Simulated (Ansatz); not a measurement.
# Squeezing and shearing rock-salt KCl, displaced supercell (64 atoms), part 2 of 3

Aim: relax rock-salt KCl, displaced supercell (64 atoms), then change its volume and shape to read moduli from the stress.

Ansatz 0.2.0; Kohn-Sham DFT, r2SCAN, PAW (set soft_2), plane waves.

The cell: 32 K and 32 Cl. Only the Γ point is sampled.

So far. Step 2 (Single point at the start): The r.m.s. force at the start is 0.17 eV/Å. Step 3 (Cell and atoms relaxed): The relaxation converged after 3 steps, with a largest force component of 0.0064 eV/Å.

### Step 4. Single point at the relaxed geometry

One more single point at the end of the walk gives the fuller output and checks the residual forces.

Contents of input.yaml:

```yaml
crystal:
  lattice:
    - [12.60252, 0.00652, 0.00016]
    - [0.00652, 12.60256, -0.0002]
    - [0.00016, -0.0002, 12.60252]
  atoms:
    - { symbol: K, position: [4.0e-05, 0.00095, 0.99963] }
    - { symbol: Cl, position: [0.25018, 0.00088, 0.99976] }
    - { symbol: K, position: [1.0e-05, 0.25092, 0.24961] }
    - { symbol: Cl, position: [0.25041, 0.25072, 0.24971] }
    - { symbol: K, position: [0.25026, 0.00087, 0.24975] }
    - { symbol: Cl, position: [0.00031, 0.00087, 0.24964] }
    [... 52 atom lines left out ...]
    - { symbol: K, position: [0.50018, 0.75093, 0.75002] }
    - { symbol: Cl, position: [0.74999, 0.75063, 0.74983] }
    - { symbol: K, position: [0.75023, 0.50086, 0.74983] }
    - { symbol: Cl, position: [0.50002, 0.50078, 0.75012] }
    - { symbol: K, position: [0.75031, 0.75107, 0.4998] }
    - { symbol: Cl, position: [0.50015, 0.75112, 0.49998] }
kpoints:
  mp_grid: { grid: [1, 1, 1] }
hamiltonian:
  xc: r2scan
scf:
  occupations: { method: gaussian, width: 0.025 }
output:
  forces: true
  stress: true
  populations: true
  dos:
    method: { smearing: { sigma: 0.08 } }
    de: 0.1
    projected: { site_lists: { Cl: [Cl], K: [K] } }
  eigenvalues: true
  write_density: true
  write_potential: true
  volumetric_format: npy
```

On the command line:

```console
$ ansatz run input.yaml --threads 4 --pin off --max-ram 8192MiB --backend cpu --events-out ev --progress --plain --runs-dir out
```

Numbers of over 12 decimals in the logs are rounded to 6 here.

The program printed:

```text
[...]
Crystal: 64 atoms, lattice volume = 2001.582 Å³
Basis set: ecut = 500 eV, 50709 PW (Γ), exchange–correlation on 384×384×384 points (64 copies of the dense FFT grid, shifted against one another)
Bands: 320, of which v1, the nominal top of the filled ones, is band 256 counted from 1 (255 counted from 0)
Symmetry: 1 space group operations
[...]
k-points: 1
[...]
SCF iter   1: F=—  HF=-84174.311456 eV  |F-HF|=—  |Δ(HF+E_count)|=         —  Δρ=3.86e-3  dr2=1.61e-1  dr2_τ=4.83e-2  ethr=1.77e-3  ⟨swp⟩=5.0  Hψ=1115  notcnv=0  defer=50
[...]
SCF iter   6: F=-84174.904800 eV  HF=-84174.904800 eV  |F-HF|=4.05e-9  |Δ(HF+E_count)|=   2.48e-6  Δρ=1.16e-6  dr2=3.92e-8  dr2_τ=3.51e-9  ethr=1.95e-11  ⟨swp⟩=26.0  Hψ=2798  notcnv=0
SCF 1 converged in 6 iterations: F = -84174.904800 eV  dr2 = 3.92e-8
[...]
SCF converged after 6 iterations
Free energy (F): -84174.904800 eV
[...]
Internal energy: -84174.904800 eV  (E = F + TS)
E sigma→0 (E₀):  -84174.904800 eV
Fermi energy:    3.317419 eV
[...]
--- Forces (eV/Å), atoms counted from 1 ---
  atom   1  K      0.00260937     0.00136995    -0.00023789
  atom   2  Cl    -0.00265514     0.00057843     0.00044329
  atom   3  K      0.00632855     0.00078663     0.00155060
  atom   4  Cl    -0.00494069     0.00226523     0.00107150
  atom   5  K      0.00122803    -0.00060364     0.00090089
  atom   6  Cl    -0.00065018     0.00066032     0.00040923
  atom   7  K      0.00232954    -0.00143649    -0.00162557
  atom   8  Cl     0.00203177    -0.00029588    -0.00109111
  atom   9  K     -0.00306430     0.00130083    -0.00089288
  atom  10  Cl     0.00233257    -0.00311774    -0.00097406
  atom  11  K      0.00097073    -0.00138354     0.00102715
  atom  12  Cl    -0.00100785     0.00090553     0.00052372
  atom  13  K     -0.00237688     0.00263226    -0.00087101
  atom  14  Cl     0.00307279    -0.00033380     0.00211711
[...]
atom  63  K     -0.00429695    -0.00313993     0.00124525
  atom  64  Cl     0.00216450    -0.00155136     0.00077125
  max |Σ_I F_I| component: 1.21e-4 eV/Å
--- Stress (GPa, compression-positive) ---
        0.005138      -0.006684      -0.000161
       -0.006684       0.004876       0.000206
       -0.000161       0.000206       0.005106
  P = ⅓ Tr σ = 0.0050 GPa (0.050 kbar)
--- Band table (eV) ---
[...]
--- Löwdin populations: 64 sites ---
  site symbol       q [e]
     0      K      8.2187
     1     Cl      7.7280
     2      K      8.2187
[...]
63     Cl      7.7280
  spilling = 0.003328 (of n_electrons = 512.000000)
```

It took 48 s on 4 threads of Arm Neoverse V2, shared host; peak memory 4.7 GiB.

Numbers from this run:

| Item | Value |
| --- | --- |
| free energy | -84174.9048 eV |
| free energy per atom | -1315.2329 eV/atom |
| SCF cycles | 6 |
| pressure | 0.00504 GPa |
| r.m.s. force component | 0.00228 eV/Å |
| longest force | 0.007 eV/Å |
| Fermi energy | 3.317 eV |
| gap (highest filled to lowest empty level) | 5.807 eV |
| spilling of the projection | 0.003328 |

Löwdin charges by element (they lack the spilled electrons, 0.027 e an atom on average):

```
element  coordination  atoms  mean charge (e)  spread   least    most
     Cl           all     32           -0.728       0  -0.728  -0.728
      K           all     32            0.781       0   0.781   0.781
```

States in the cell by windows of 1 eV, zero at the Fermi level; the larger projections on atomic orbitals stand beside the total:

```
from (eV)  to (eV)  total   Cl p  K s
      -10       -5    0.0    0.0  0.0
       -5       -4    2.9    2.5  0.4
       -4       -3  181.2  174.9  3.5
       -3       -2    7.9    7.8  0.0
       -2        2    0.0    0.0  0.0
        2        3    2.0    0.0  1.6
        3        4    0.5    0.0  0.0
        4        5   29.6    0.8  9.3
```

The curve was stored every 0.100 eV, coarse against its broadening of 0.08 eV, so these counts are rough.

Between -26 and -10 eV lie 256 more states.

The stored curve holds about 448 of the 512 electrons; the rest, give or take the few that broadening carries across the Fermi level, lie in deeper levels below its range.

The levels nearest the highest filled one (over half full), pooled over k-points and spins:

```
level less the highest filled one (eV)  occupation
                                -0.130           2
                                -0.129           2
                                -0.129           2
                                -0.002           2
                                -0.001           2
                                     0           2
                                  5.81           0
                                  7.02           0
                                  7.02           0
                                  7.02           0
                                  7.29           0
                                  7.30           0
```

Electrostatic potential energy in the ac plane at fractional y = 0.001, with atoms of K and Cl within 0.2 Å of it. With pseudopotentials it is smooth inside the atoms' cores, unlike the true potential.

Values in eV, 13 rows by 16 columns, each cell a mean:
```
-23   1   6 -15 -22   4   4 -17 -23   1   6 -15 -23   4   4 -18
  5   6   7   5   5   6   7   5   5   6   7   5   5   6   7   5
-20   4   4 -16 -21   1   6 -13 -20   4   4 -15 -21   1   6 -13
-33   2   3 -25 -33  -1   5 -25 -33   2   3 -26 -33  -1   5 -25
  4   7   6   3   2   6   7   5   4   7   6   3   2   6   7   5
-11   3   6  -4  -8   6   5  -7 -11   3   6  -4  -8   6   5  -7
-38  -2   5 -30 -40   1   3 -30 -38  -2   5 -30 -40   1   3 -30
 -4   4   7   2  -1   6   6  -1  -4   5   7   1  -1   6   6  -1
  1   7   6   0  -2   5   7   3   1   7   6   0  -2   5   7   3
-39   1   3 -30 -38  -2   5 -29 -39   1   3 -30 -38  -2   5 -29
-11   6   5  -9 -13   3   6  -6 -11   6   5  -9 -13   3   6  -6
  3   6   7   5   5   7   6   4   3   6   7   5   5   7   6   4
-31  -1   5 -23 -31   3   3 -24 -31  -1   5 -23 -31   3   3 -24
```
Columns run along a (12.6 Å; values clipped at the 3rd and 97th percentile), rows up along c (12.6 Å). Atoms in or near the plane, at fractional coordinates: K at (0.00, 0.00), Cl at (0.25, 0.00), K at (0.25, 0.25), Cl at (0.00, 0.25), K at (0.00, 0.50), Cl at (0.25, 0.50), K at (0.25, 0.75), Cl at (0.00, 0.75), K at (0.50, 0.00), Cl at (0.75, 0.00), K at (0.75, 0.25), Cl at (0.50, 0.25), K at (0.50, 0.50), Cl at (0.75, 0.50) and more.

Valence density in the ac plane at fractional y = 0.001, with atoms of K and Cl within 0.2 Å of it. It is the smooth field of the valence electrons, not physical close to the nuclei.

Values in e/Å³, 13 rows by 16 columns, each cell a mean:
```
2.0 0.2 0.2 1.0 1.1 0.3 0.1 1.5 2.0 0.2 0.2 1.0 1.1 0.3 0.1 1.5
0.1 0.0 0.0 0.1 0.1 0.0 0.0 0.1 0.1 0.0 0.0 0.1 0.1 0.0 0.0 0.1
1.1 0.3 0.1 1.3 1.8 0.2 0.2 0.9 1.1 0.3 0.1 1.3 1.8 0.2 0.2 1.0
1.2 0.4 0.1 2.1 2.7 0.3 0.2 1.2 1.2 0.4 0.1 2.1 2.7 0.3 0.2 1.2
0.3 0.1 0.0 0.2 0.2 0.0 0.0 0.2 0.3 0.1 0.0 0.2 0.2 0.0 0.0 0.2
1.0 0.1 0.1 0.7 0.8 0.2 0.1 0.7 1.0 0.1 0.1 0.7 0.8 0.2 0.1 0.7
3.2 0.4 0.2 1.3 1.3 0.5 0.2 2.5 3.2 0.4 0.2 1.3 1.3 0.5 0.2 2.5
0.5 0.1 0.1 0.4 0.5 0.1 0.0 0.4 0.5 0.1 0.1 0.4 0.5 0.1 0.0 0.4
0.4 0.1 0.0 0.3 0.4 0.1 0.1 0.4 0.4 0.1 0.0 0.3 0.4 0.1 0.1 0.4
1.2 0.5 0.2 2.4 3.2 0.4 0.2 1.3 1.2 0.5 0.2 2.4 3.2 0.4 0.2 1.3
0.9 0.2 0.1 0.8 1.1 0.1 0.1 0.7 0.9 0.2 0.1 0.8 1.1 0.1 0.1 0.7
0.2 0.0 0.0 0.2 0.2 0.1 0.0 0.1 0.2 0.0 0.0 0.2 0.2 0.1 0.0 0.1
2.6 0.3 0.2 1.2 1.2 0.4 0.1 2.0 2.6 0.3 0.2 1.2 1.2 0.4 0.1 2.0
```
Columns run along a (12.6 Å), rows up along c (12.6 Å). Atoms in or near the plane, at fractional coordinates: K at (0.00, 0.00), Cl at (0.25, 0.00), K at (0.25, 0.25), Cl at (0.00, 0.25), K at (0.00, 0.50), Cl at (0.25, 0.50), K at (0.25, 0.75), Cl at (0.00, 0.75), K at (0.50, 0.00), Cl at (0.75, 0.00), K at (0.75, 0.25), Cl at (0.50, 0.25), K at (0.50, 0.50), Cl at (0.75, 0.50) and more.

The highest filled and lowest empty levels differ by 5.81 eV at Γ alone; the mesh holds the band edges only if they fold onto it, so the gap at this level can be narrower or closed, while semilocal functionals tend to narrow gaps against experiment. Mean Löwdin charges: Cl -0.73, K +0.78 e (they miss 0.33 % of the electrons, so they add up to more than the cell's charge). The largest share in the top eV of filled states is Cl p (98 % of the projected weight), and in the lowest eV of empty states K s (82 % of the projected weight).

### Step 5. Volume -3 %

The relaxed cell is scaled evenly and the atoms are relaxed again; the stress at the end gives one point of P(V).

input.yaml: that of step 4 with these lines changed.

```diff
@@ -2,5 +2,5 @@
   lattice:
-    - [12.60252, 0.00652, 0.00016]
-    - [0.00652, 12.60256, -0.0002]
-    - [0.00016, -0.0002, 12.60252]
+    - [12.47521, 0.00645, 0.00016]
+    - [0.00645, 12.47525, -0.0002]
+    - [0.00016, -0.0002, 12.47521]
   atoms:
@@ -27,11 +27,6 @@
   forces: true
+  eigenvalues: true
   stress: true
-  populations: true
-  dos:
-    method: { smearing: { sigma: 0.08 } }
-    de: 0.1
-    projected: { site_lists: { Cl: [Cl], K: [K] } }
-  eigenvalues: true
-  write_density: true
-  write_potential: true
-  volumetric_format: npy
+relax:
+  f_tol: 0.05
+  max_steps: 70
```

The program printed:

```text
Warning: output.stress: scf.convergence.dr2_threshold = 1e-7 eV (the SCF's general default) is looser than the 6.4e-9 eV advised for a printed stress (1e-10 eV for each atom of the cell: 64). What an SCF threshold leaves in a stress goes as its square root, and in the free energy as the threshold itself, and one threshold admits the most on a small cell: [...]
[...]
Crystal: 64 atoms, lattice volume = 1941.533 Å³
Basis set: ecut = 500 eV, 49293 PW (Γ), exchange–correlation on 384×384×384 points (64 copies of the dense FFT grid, shifted against one another)
Bands: 320, of which v1, the nominal top of the filled ones, is band 256 counted from 1 (255 counted from 0)
Symmetry: 1 space group operations
[...]
k-points: 1
[...]
SCF iter   1: F=—  HF=-84174.181007 eV  |F-HF|=—  |Δ(HF+E_count)|=         —  Δρ=3.90e-3  dr2=1.58e-1  dr2_τ=5.33e-2  ethr=1.77e-3  ⟨swp⟩=5.0  Hψ=1115  notcnv=0  defer=50
[...]
SCF iter   5: F=-84174.788877 eV  HF=-84174.788875 eV  |F-HF|=1.98e-6  |Δ(HF+E_count)|=   4.47e-5  Δρ=9.47e-6  dr2=1.04e-6  dr2_τ=1.91e-7  ethr=1.04e-8  ⟨swp⟩=3.0  Hψ=579  notcnv=0  defer=60
SCF iter   6: F=-84174.788877 eV  HF=-84174.788877 eV  |F-HF|=2.68e-9  |Δ(HF+E_count)|=   2.22e-6  Δρ=1.19e-6  dr2=3.93e-8  dr2_τ=3.45e-9  ethr=2.04e-10  ⟨swp⟩=18.0  Hψ=1777  notcnv=0
SCF 1 converged in 6 iterations: F = -84174.788877 eV  dr2 = 3.93e-8
[...]
relax step   1: F+E_penalty+E_count = -84174.78887722 eV  Δ(F+E_penalty+E_count) = +0.000e0 eV  max|allowed force component| = 7.339e-3 eV/Å  Δτ_max = 0.0000 Å  (6 SCF iters, dr2 threshold 6.25e-5 eV, accepted)
[...]
SCF iter   2: F=-84174.788877 eV  HF=-84174.788877 eV  |F-HF|=4.86e-9  |Δ(HF+E_count)|=   8.06e-9  Δρ=5.53e-7  dr2=7.45e-9  dr2_τ=5.01e-10  ethr=7.80e-12  ⟨swp⟩=3.0  Hψ=676  notcnv=0
SCF 2 converged in 2 iterations: F = -84174.788877 eV  dr2 = 7.45e-9
relax step   2: F+E_penalty+E_count = -84174.78887723 eV  Δ(F+E_penalty+E_count) = -1.033e-8 eV  max|allowed force component| = 7.340e-3 eV/Å  Δτ_max = 0.0000 Å  (2 SCF iters, accepted)
[...]
SCF iter   2: F=-84174.788877 eV  HF=-84174.788877 eV  |F-HF|=2.43e-9  |Δ(HF+E_count)|=   3.78e-9  Δρ=3.16e-7  dr2=2.15e-9  dr2_τ=1.19e-10  ethr=1.44e-12  ⟨swp⟩=3.0  Hψ=653  notcnv=0
SCF 3 converged in 2 iterations: F = -84174.788877 eV  dr2 = 2.15e-9
SCF converged after 2 iterations
Free energy (F): -84174.788877 eV
[...]
Internal energy: -84174.788877 eV  (E = F + TS)
E sigma→0 (E₀):  -84174.788877 eV
Fermi energy:    3.578138 eV
[...]
Σ components = -84174.788877   (vs F -84174.788877, Δ=0.00e0)
--- Forces (eV/Å), atoms counted from 1 ---
  atom   1  K      0.00303000     0.00178733    -0.00035643
  atom   2  Cl    -0.00308954     0.00067612     0.00050960
  atom   3  K      0.00735360     0.00092646     0.00164081
  atom   4  Cl    -0.00540021     0.00241047     0.00120662
[...]
atom  64  Cl     0.00272462    -0.00146595     0.00099374
  max |Σ_I F_I| component: 2.11e-3 eV/Å
--- Stress (GPa, compression-positive) ---
        0.634817      -0.006407      -0.000155
       -0.006407       0.634592       0.000199
       -0.000155       0.000199       0.634780
  P = ⅓ Tr σ = 0.6347 GPa (6.347 kbar)
--- Band table (eV) ---
[...]
--- Relaxed structure (2 steps of the walk, 2 accepted, 0 SCFs on fresh bases) ---
  F+E_penalty+E_count = -84174.78887723 eV   max|allowed force component| = 7.340e-3 eV/Å
  atoms:
    - { symbol: K, position: [4.000000000000002e-5, 0.00095, 0.999630] }
    - { symbol: Cl, position: [0.25018, 0.00088, 0.999760] }
    - { symbol: K, position: [9.999999999999992e-6, 0.25092, 0.249610] }
    - { symbol: Cl, position: [0.250410, 0.25072, 0.249710] }
[...]
- { symbol: Cl, position: [0.500150, 0.751120, 0.499980] }
```

Run time: 96 s. Hardware: 4 threads; peak memory 4.7 GiB.

The program notes that the SCF threshold is loose for the stress.

The relaxation converged after 2 steps, 0 eV below its start, with a largest force component of 0.0073 eV/Å.

Volume -3 %: the energy stands 0.116 eV above that of the reference, at a pressure of 0.635 GPa.

### Step 6. Volume +3 %

The relaxed cell is scaled to another volume.

input.yaml, the sections that differ from step 5:

```yaml
crystal:
  lattice:
    - [12.72731, 0.00658, 0.00016]
    - [0.00658, 12.72735, -0.0002]
    - [0.00016, -0.0002, 12.72731]
  atoms:
    [... the 64 atom lines of step 5 ...]
# kpoints, hamiltonian, scf, output, relax: as in step 5
```

The program printed:

```text
[...]
Crystal: 64 atoms, lattice volume = 2061.632 Å³
Basis set: ecut = 500 eV, 52299 PW (Γ), exchange–correlation on 384×384×384 points (64 copies of the dense FFT grid, shifted against one another)
Bands: 320, of which v1, the nominal top of the filled ones, is band 256 counted from 1 (255 counted from 0)
Symmetry: 1 space group operations
[...]
k-points: 1
[...]
SCF iter   1: F=—  HF=-84174.224493 eV  |F-HF|=—  |Δ(HF+E_count)|=         —  Δρ=3.83e-3  dr2=1.65e-1  dr2_τ=4.40e-2  ethr=1.77e-3  ⟨swp⟩=5.0  Hψ=1102  notcnv=0  defer=51
[...]
SCF iter   5: F=-84174.805428 eV  HF=-84174.805426 eV  |F-HF|=2.50e-6  |Δ(HF+E_count)|=   5.15e-5  Δρ=1.01e-5  dr2=1.25e-6  dr2_τ=2.22e-7  ethr=1.12e-8  ⟨swp⟩=3.0  Hψ=609  notcnv=0  defer=60
SCF iter   6: F=-84174.805429 eV  HF=-84174.805429 eV  |F-HF|=5.59e-9  |Δ(HF+E_count)|=   2.79e-6  Δρ=1.12e-6  dr2=3.83e-8  dr2_τ=3.23e-9  ethr=2.44e-10  ⟨swp⟩=20.0  Hψ=1898  notcnv=0
SCF 1 converged in 6 iterations: F = -84174.805429 eV  dr2 = 3.83e-8
[...]
relax step   1: F+E_penalty+E_count = -84174.80542858 eV  Δ(F+E_penalty+E_count) = +0.000e0 eV  max|allowed force component| = 5.790e-3 eV/Å  Δτ_max = 0.0000 Å  (6 SCF iters, dr2 threshold 6.25e-5 eV, accepted)
[...]
SCF iter   2: F=-84174.805429 eV  HF=-84174.805429 eV  |F-HF|=5.06e-9  |Δ(HF+E_count)|=   1.12e-8  Δρ=5.27e-7  dr2=6.97e-9  dr2_τ=5.05e-10  ethr=7.55e-12  ⟨swp⟩=3.0  Hψ=676  notcnv=0
SCF 2 converged in 2 iterations: F = -84174.805429 eV  dr2 = 6.97e-9
relax step   2: F+E_penalty+E_count = -84174.80542859 eV  Δ(F+E_penalty+E_count) = -1.083e-8 eV  max|allowed force component| = 5.786e-3 eV/Å  Δτ_max = 0.0000 Å  (2 SCF iters, accepted)
[...]
SCF iter   2: F=-84174.805429 eV  HF=-84174.805429 eV  |F-HF|=2.36e-9  |Δ(HF+E_count)|=   4.09e-9  Δρ=3.03e-7  dr2=1.94e-9  dr2_τ=1.22e-10  ethr=1.35e-12  ⟨swp⟩=3.0  Hψ=653  notcnv=0
SCF 3 converged in 2 iterations: F = -84174.805429 eV  dr2 = 1.94e-9
SCF converged after 2 iterations
Free energy (F): -84174.805429 eV
[...]
Internal energy: -84174.805429 eV  (E = F + TS)
E sigma→0 (E₀):  -84174.805429 eV
Fermi energy:    3.074747 eV
[...]
Σ components = -84174.805429   (vs F -84174.805429, Δ=0.00e0)
--- Forces (eV/Å), atoms counted from 1 ---
  atom   1  K      0.00223177     0.00098744    -0.00011031
  atom   2  Cl    -0.00227493     0.00048740     0.00039122
  atom   3  K      0.00540729     0.00064900     0.00147737
  atom   4  Cl    -0.00455031     0.00211669     0.00094795
[...]
atom  64  Cl     0.00165832    -0.00162087     0.00054875
  max |Σ_I F_I| component: 2.73e-3 eV/Å
--- Stress (GPa, compression-positive) ---
       -0.521402      -0.006907      -0.000165
       -0.006907      -0.521694       0.000211
       -0.000165       0.000211      -0.521431
  P = ⅓ Tr σ = -0.5215 GPa (-5.215 kbar)
--- Band table (eV) ---
[...]
--- Relaxed structure (2 steps of the walk, 2 accepted, 0 SCFs on fresh bases) ---
  F+E_penalty+E_count = -84174.80542859 eV   max|allowed force component| = 5.786e-3 eV/Å
  atoms:
    - { symbol: K, position: [4.0e-5, 0.00095, 0.999630] }
    - { symbol: Cl, position: [0.25018, 0.00088, 0.999760] }
    - { symbol: K, position: [9.999999999999994e-6, 0.25092, 0.249610] }
    - { symbol: Cl, position: [0.250410, 0.250720, 0.249710] }
[...]
- { symbol: Cl, position: [0.50015, 0.751120, 0.499980] }
```

Elapsed: 97 s, on 4 threads; peak memory 4.8 GiB.

The relaxation converged after 2 steps, 0 eV below its start, with a largest force component of 0.0058 eV/Å.

Volume +3 %: the energy stands 0.0994 eV above that of the reference, at a pressure of -0.522 GPa.

### Step 7. Volume -6 %

The relaxed cell is scaled to another volume.

Input and log are left out; they have the form of those shown for this kind of step.

The job ended after 96 s (4 threads of Arm Neoverse V2, shared host; peak memory 4.7 GiB; 6.2 min of CPU time).

The relaxation converged after 2 steps, 0 eV below its start, with a largest force component of 0.0085 eV/Å.

Volume -6 %: the energy stands 0.491 eV above that of the reference, at a pressure of 1.39 GPa.

(Part 2 of 3 ends here.)

[Logs are printed without paths, hosts, clocks, repeated set-up lines and the standing remarks that a program may print on its own settings, such as how far it seeks lower states.]

[Hosts, paths, dates, database ids (printed as entryN), source tags and the programs' standing remarks are cut or masked in the printed files.]
